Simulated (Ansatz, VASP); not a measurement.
## SiC (Moissanite 3C): VASP beside Ansatz

```xyz
2
Lattice="0.0000 2.1790 2.1790 2.1790 0.0000 2.1790 2.1790 2.1790 0.0000" Properties=species:S:1:pos:R:3 pbc="T T T"
Si    0.0000    0.0000    0.0000
C     3.2685    3.2685    3.2685
```

Alike in both runs: task relaxation of cell and atoms; functional revPBE; k mesh 10 × 10 × 10; occupations fermi-dirac, width 0.05 eV; no spin polarisation.

|  | VASP | Ansatz |
| --- | --- | --- |
| version | VASP 6.6.1 | Ansatz 0.2.0 |
| potentials or method | VASP PAW PBE potentials, release 64 (Si, C) | Ansatz PAW |
| plane-wave cutoff (eV) | 600 | 420 |
| valence electrons in the cell | 8 | 8 |

Ansatz gave:

* gap on the k mesh at the Fermi level, each at its own relaxed structure (eV): 1.39
* relaxed volume (Å³/atom): 10.62
* relaxed cell length with the largest relative difference (Å): 3.109
* energy change over the relaxation (meV/atom): -5

Question: Which values does VASP return?

Answer: gap on the k mesh at the Fermi level, each at its own relaxed structure (eV): 1.38; relaxed volume (Å³/atom): 10.60; relaxed cell length with the largest relative difference (Å): 3.106; energy change over the relaxation (meV/atom): -4.

Caveats: the PAW data sets were made with another functional, which shifts forces and pressure a little (VASP); the plane-wave basis is chosen anew once the cell has moved, so the energies of steps on either side of that aren't comparable (Ansatz); the PAW data sets come from PBE, with cores solved anew for the run's functional, which leaves a small shift of forces and pressure (Ansatz). Zero-point motion and thermal expansion aren't in these numbers. revPBE gaps usually lie below the measured ones, often by a third to a half.
